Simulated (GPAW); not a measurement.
## Cu: energy against volume and a worked fit

```
Cu
1.0
     0.00000    1.80750    1.80750
     1.80750    0.00000    1.80750
     1.80750    1.80750    0.00000
Cu
1
Direct
  0.00000 0.00000 0.00000
```

The cell was scaled at fixed shape and fractions and run with GPAW, the program's PAW data sets (release 1.2.1) made for this functional, cutoff 600 eV; revPBE, k mesh 13 × 13 × 13 on the cell of 1 atom, fermi-dirac occupations of 0.05 eV, no spin polarisation, no spin-orbit coupling. Energies are those that the program minimises, any entropy of the smearing included. For a metal such a mesh isn't converged to the digits shown.

| V (Å³/atom) | energy over the lowest row (meV/atom) |
| --- | --- |
| 11.1018 | 68.03 |
| 11.3380 | ? |
| 11.5742 | 25.48 |
| 11.8104 | 12.53 |
| 12.0466 | 4.29 |
| 12.2828 | 0.27 |
| 12.5190 | 0.00 |

Problem. Fit the third-order Birch-Murnaghan form, give V0, B0 and B′, and predict the energy left open.

Solution. With y = (V0/V)^(2/3), E = E0 + (9 V0 B0/16) [(y - 1)³ B′ + (y - 1)² (6 - 4y)]. Least squares through the rows shown give V0 = 12.4181 Å³/atom, E0 = -0.32 meV, B0 = 124.9 GPa (1 eV/Å³ = 160.218 GPa) and B′ = 5.12, with a largest miss of 0.01 meV. At V = 11.3380 the form with these constants gives 43.77 meV; the run gave 43.76 meV an atom. Measured volume: 11.81 Å³/atom at 298 K (a printed reference work), so the fit lies +5.1 % from it. The runs are for a static lattice.
